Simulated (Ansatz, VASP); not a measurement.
**CsPbCl3: VASP beside Ansatz**

```
CELL_PARAMETERS angstrom
5.71493 0.00000 0.00000
0.00000 5.71493 0.00000
0.00000 0.00000 5.71493
ATOMIC_POSITIONS crystal
Pb 0.50000 0.50000 0.50000
Cs 0.00000 0.00000 0.00000
Cl 0.50000 0.00000 0.50000
Cl 0.00000 0.50000 0.50000
Cl 0.50000 0.50000 0.00000
```

Change from the starting cell: volume scaled by 1.06.

Alike in both runs: task single point; functional PBEsol; k mesh 5 × 5 × 5; occupations fermi-dirac, width 0.05 eV; no spin polarisation.

```csv
,VASP,Ansatz
version,VASP 6.6.1,Ansatz 0.2.0
potentials or method,"VASP PAW PBE potentials, release 64 (Pb_d, Cs_sv, Cl), cutoff 520 eV","all-electron LAPW, scalar-relativistic"
```

```csv
,VASP,Ansatz,Ansatz less VASP
gap on the k mesh at the Fermi level (eV),2.98,2.97,-0.008
least direct gap on the mesh (eV),2.98,2.97,-0.008
pressure (GPa),-1.2,-1.2,+0.04
```

Ansatz ran all-electron here, so the differences hold the error of VASP's frozen core and of both bases.

Caveats: spin-orbit coupling is left out, which as a rule narrows the gap of such compounds by several tenths of an eV; an odd mesh through Γ misses points on the zone boundary, where band edges often lie; the PAW data sets were made with another functional, which shifts forces and pressure a little (VASP).
